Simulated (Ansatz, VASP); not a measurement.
# One calculation of Cr, two programs

```
CELL_PARAMETERS angstrom
2.46857 0.00000 0.00000
-1.23429 2.13785 0.00000
0.00000 0.00000 8.69381
ATOMIC_POSITIONS crystal
Cr 0.00000 0.00000 0.00000
Cr 0.00000 0.00000 0.50000
Cr 0.33333 0.66667 0.75000
Cr 0.66667 0.33333 0.25000
```

Alike in both runs: functional PBEsol; k mesh 21 × 21 × 6; occupations gaussian, width 0.1 eV; no spin polarisation.

Ansatz relaxed the structure, and its values are those at the end. VASP's run is a single point on that final structure, the one shown.

|  | VASP | Ansatz |
| --- | --- | --- |
| version | VASP 6.6.1 | Ansatz 0.2.0 |
| potentials or method | VASP PAW PBE potentials, release 64 (Cr_pv) | scalar-relativistic, plane waves, PAW |
| plane-wave cutoff (eV) | 520 | 420 |
| valence electrons in the cell | 48 | 56 |

|  | VASP | Ansatz | Ansatz less VASP |
| --- | --- | --- | --- |
| gap on the k mesh at the Fermi level (eV) | none | none | - |
| pressure (GPa) | -0.5 | 0.0 | +0.51 |

A gap of «none» marks a metal or a gap that the smearing closes. The two sets of potentials don't hold the same shells in valence.

Caveats: the PAW data sets were made with another functional, which shifts forces and pressure a little (VASP); the run has no spin polarisation, though such a crystal can be magnetic. Spin polarisation is off, so any magnetic state and its effect on volume and gap are missing.
